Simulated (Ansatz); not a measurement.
Runs of Ansatz 0.2.0 on Zn. The structure is hexagonal, space group P6_3/mmc (No. 194). The conventional cell has a = 2.670 Å, b = 2.670 Å, c = 4.966 Å, α = 90.00°, β = 90.00°, γ = 120.00°. Around Zn (site symmetry -6m2) lie 12 Zn at 2.67 to 2.92 Å. 

```csv
task,level,spin,k mesh,cutoff (eV),smearing,basis error allowed,mesh quality,gap on the mesh (eV),pressure (GPa)
single point,PBEsol,off,11 × 11 × 6,264,fermi-dirac 0.05 eV,0.001 eV/atom,not flagged,none,-5.6
band structure,PBE,off,11 × 11 × 6,264,fermi-dirac 0.05 eV,0.001 eV/atom,not flagged,-,(a)
single point,PBE,off,4 × 4 × 2,232,fermi-dirac 0.04 eV,0.003 eV/atom,coarse,none,-2.6
phonons,PBEsol-PBE,"collinear, ferromagnetic start",11 × 11 × 6,306,fermi-dirac 0.05 eV,0.0005 eV/atom,not flagged,none,-
band structure,LDA,off,11 × 11 × 6,264,fermi-dirac 0.05 eV,0.001 eV/atom,not flagged,-,-9.1
```

Alike in all rows: potentials or basis all-electron LAPW, scalar-relativistic; cell as given.

Q: Fill in the values left out.

A: (a) -0.7.

Caveats: some runs use coarse meshes; the program listed the state as in doubt (some runs).

A k mesh can miss the band edges.

A gap of «none» marks a metal or a gap under the smearing width.

Not every run made on this cell is shown here.
